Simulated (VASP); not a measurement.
Here is a VASP 6.6.1 calculation.

The input INCAR:

```
PREC = Accurate
ENCUT = 600
EDIFF = 1E-7
ISMEAR = 0
SIGMA = 0.03
LREAL = F
LASPH = T
NELM = 80
ALGO = Normal
ISIF = 3
LWAVE = F
LCHARG = F
GGA = MK
LUSE_VDW = T
AGGAC = 0.0
PARAM1 = 0.1234
PARAM2 = 0.711357
ZAB_VDW = -1.8867
IBRION = 2
NSW = 90
EDIFFG = -0.005
```

The input KPOINTS:

```
Automatic mesh
0
Gamma
  14 14 14
```

The input POSCAR:

```
C                                       
1.0
    0.0000000000      1.7833700000      1.7833700000
    1.7833700000      0.0000000000      1.7833700000
    1.7833700000      1.7833700000      0.0000000000
  C             
     2
Direct
     0.0000000000000000    0.0000000000000000    0.0000000000000000
     0.2500000000000000    0.2500000000000000    0.2500000000000000
```

Potentials or basis: VASP PAW PBE potentials, release 64 (C).

The run is started by

```bash
$ cat potpaw_PBE.64/C/POTCAR > POTCAR
$ mpirun -np 1 vasp_std > vasp.out
```

Q: What does it give for the band gap on the k mesh?

A: 4.18 eV, indirect (least direct gap 5.62 eV).

Final structure:
```xyz
2
Lattice="0.0000 1.7834 1.7834 1.7834 0.0000 1.7834 1.7834 1.7834 0.0000" Properties=species:S:1:pos:R:3 pbc="T T T"
C     0.0000    0.0000    0.0000
C     0.8917    0.8917    0.8917
```

Caveat: the relaxation stopped at its first step, so nothing moved. A k mesh can miss the band edges.
